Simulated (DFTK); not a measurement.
# KI under changes of volume

One of the cells (44.091 Å³/atom); the others are scaled copies at fixed shape and fractional positions:

```xyz
2
Lattice="0.0000 3.5328 3.5328 3.5328 0.0000 3.5328 3.5328 3.5328 0.0000" Properties=species:S:1:pos:R:3 pbc="T T T"
I     3.5328    3.5328    3.5328
K     0.0000    0.0000    0.0000
```

- Program: DFTK 0.8.2
- Functional: PBEsol
- Potentials or basis: dojo.nc.sr.pbesol.v0_4_1.standard.upf (PBEsol)
- Cutoff: 1007 eV
- k mesh: 7 × 7 × 7
- Occupations: fermi-dirac, width 0.05 eV
- Spin: no spin polarisation

| volume (Å³/atom) | energy over the lowest point (meV/atom) | pressure (GPa) | gap on the mesh (eV) |
| --- | --- | --- | --- |
| 41.445 | 2.20 | 0.5 | 3.95 |
| 42.327 | 0.34 | 0.2 | 3.90 |
| 43.209 | 0.00 | -0.1 | 3.86 |
| 44.091 | 0.99 | -0.3 | 3.82 |
| 44.973 | 3.17 | -0.5 | 3.77 |
| 45.854 | ? | ? | ? |
| 46.736 | 10.52 | -0.8 | 3.70 |

What does the run at 45.854 Å³/atom give?

Energy over the lowest point 6.38 meV/atom; pressure -0.7 GPa; gap on the mesh 3.74 eV.

Worked out: A Birch-Murnaghan fit of order 3 (a polynomial in V^(-2/3)) to the other rows has its minimum at 42.98 Å³/atom with B0 = V·E''(V) = 12.2 GPa and B' = 5.1. It gives 6.38 meV/atom at 45.854 Å³/atom, against the run's 6.38, and -dE/dV = -0.7 GPa, against -0.7. A straight line through the other rows of the gap, of slope -2.08 eV per unit of ln V (its deformation potential), gives 3.74 eV, against the run's 3.74.

Energies are extrapolated to zero smearing.

Caveats: spin-orbit coupling is left out, which moves the levels of the heavy elements; an odd mesh through Γ misses points on the zone boundary, where band edges often lie (some runs).
